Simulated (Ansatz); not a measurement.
Crystal: ZrS.

```xyz
2
Lattice="0.0000 2.6250 2.6250 2.6250 0.0000 2.6250 2.6250 2.6250 0.0000" Properties=species:S:1:pos:R:3 pbc="T T T"
Zr    0.0000    0.0000    0.0000
S     2.6250    2.6250    2.6250
```

Base run:

```yaml
Program: Ansatz 0.2.0
Functional: PBEsol
Potentials_or_basis: Ansatz PAW
Cutoff: 420 eV
Density_cutoff: 1680 eV
k_mesh: 9 × 9 × 9
Occupations: fermi-dirac, width 0.05 eV
Spin: no spin polarisation
Hubbard_terms: Zr d U = 5 eV
```

Its results: band gap on the k mesh none (metal or under the smearing width); pressure -0.6 GPa.

Question: After a change of settings the same cell gave: band gap on the k mesh none (metal or under the smearing width); pressure -4.4 GPa. Which change was it?
A. hubbard terms from Zr d U = 5 eV to Zr d U = 2 eV
B. hubbard terms from Zr d U = 5 eV to none; hubbard projectors from ortho-atomic (the default) to none
C. functional from PBEsol to LDA; hubbard terms from Zr d U = 5 eV to none; hubbard projectors from ortho-atomic (the default) to none
D. k mesh from 9 × 9 × 9 to 8 × 8 × 8; hubbard terms from Zr d U = 5 eV to none; hubbard projectors from ortho-atomic (the default) to none

Answer: A.

Caveats: U without spin polarisation on a metal has little footing; the PAW data sets come from PBE, with cores solved anew for the run's functional, which leaves a small shift of forces and pressure; the density of states is complete only up to the lowest level of the last band computed.

Not every run made on this cell is shown here.
